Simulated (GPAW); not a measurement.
Al2O3 (Corundum) in GPAW: convergence with empty bands an atom in the response

Input of the first run (empty bands an atom in the response 2); the others differ in this setting and in those tied to it:

File run.py:

```python
import numpy as np
from ase import Atoms
from ase.dft.bandgap import bandgap
from ase.io import write
from gpaw import GPAW, PW
from gpaw.response.df import DielectricFunction

atoms = Atoms(['Al', 'Al', 'Al', 'Al', 'O', 'O', 'O', 'O', 'O', 'O'],
              cell=[[2.38025, 1.3742379782, 4.3318666667],
                    [-2.38025, 1.3742379782, 4.3318666667],
                    [0.0, -2.7484759565, 4.3318666667]],
              scaled_positions=[[0.85216, 0.85216, 0.85216],
                                [0.64784, 0.64784, 0.64784],
                                [0.14784, 0.14784, 0.14784],
                                [0.35216, 0.35216, 0.35216],
                                [0.05668, 0.75, 0.44332],
                                [0.75, 0.44332, 0.05668],
                                [0.44332, 0.05668, 0.75],
                                [0.94332, 0.25, 0.55668],
                                [0.25, 0.55668, 0.94332],
                                [0.55668, 0.94332, 0.25]],
              pbc=True)

calc = GPAW(mode=PW(600),
            xc='LDA',
            kpts={'size': (6, 6, 6), 'gamma': True},
            occupations={'name': 'fermi-dirac', 'width': 0.001},
            nbands=44,
            convergence={'density': 1e-06},
            maxiter=150,
            txt='gpaw.txt')
atoms.calc = calc
energy = atoms.get_potential_energy()
calc.write('gs.gpw')
write('result.traj', atoms)
print(f'Energy: {energy:.6f} eV')
print('Fermi level:', round(calc.get_fermi_level(), 4), 'eV')
print(f'Gap: {bandgap(calc)[0]:.4f} eV, direct: {bandgap(calc, direct=True)[0]:.4f} eV')

for size in [(3, 3, 3)]:
    name = 'x'.join(str(n) for n in size)
    dense = calc.fixed_density(kpts={'size': size, 'gamma': True},
                               nbands=50, convergence={'bands': 44},
                               update_fermi_level=True, txt=f'dense-{name}.txt')
    dense.write(f'{name}.gpw', mode='all')
    df = DielectricFunction(f'{name}.gpw', frequencies=np.array([0.0]), hilbert=False, eta=0.001,
                            ecut=80, nbands=44, intraband=False, txt=f'df-{name}.txt')
    for xc in ['RPA']:
        for direction in ['x', 'y', 'z', [0, 1, 1], [1, 0, 1], [1, 1, 0]]:
            e0, e = df.get_macroscopic_dielectric_constant(xc=xc, direction=direction)
            print(f'{name} {xc} {direction}: {e0:.4f} without, {e:.4f} with local fields')
```

Potentials or basis: the program's PAW data sets (release 1.2.1) made for this functional, pw.

Launch:

```bash
$ OMP_NUM_THREADS=1 python run.py
```

Hardware: 1 thread of Arm Neoverse V1 (shared host).

**Question.** The values tried are 2, 3, 5, 8, 12, 18, 26, loosest first. From which on does the dielectric constant stay within 0.05 of the tightest run that finished?

**Answer.** From 5 on.

| empty bands an atom in the response | dielectric constant | SCF cycles | CPU time (s) | peak memory (GiB) |
| --- | --- | --- | --- | --- |
| 2 | 2.985 | 10 | 150 | 0.46 |
| 3 | 3.107 | 10 | 150 | 0.47 |
| 5 | 3.146 | 10 | 180 | 0.49 |
| 8 | 3.160 | 10 | 240 | 0.52 |
| 12 | 3.163 | 10 | 340 | 0.56 |
| 18 | 3.165 | 10 | 500 | 0.63 |
| 26 | 3.166 | 10 | 1100 | 0.7 |

The tightest run that finished is the yardstick and may itself not be fully converged.

Caveat, for the tightest run too: the k mesh is coarse (spacing up to 0.53 Å⁻¹), so the values aren't converged; the long-wavelength limit can be off by a per cent or two; an odd mesh through Γ misses points on the zone boundary, where band edges often lie.
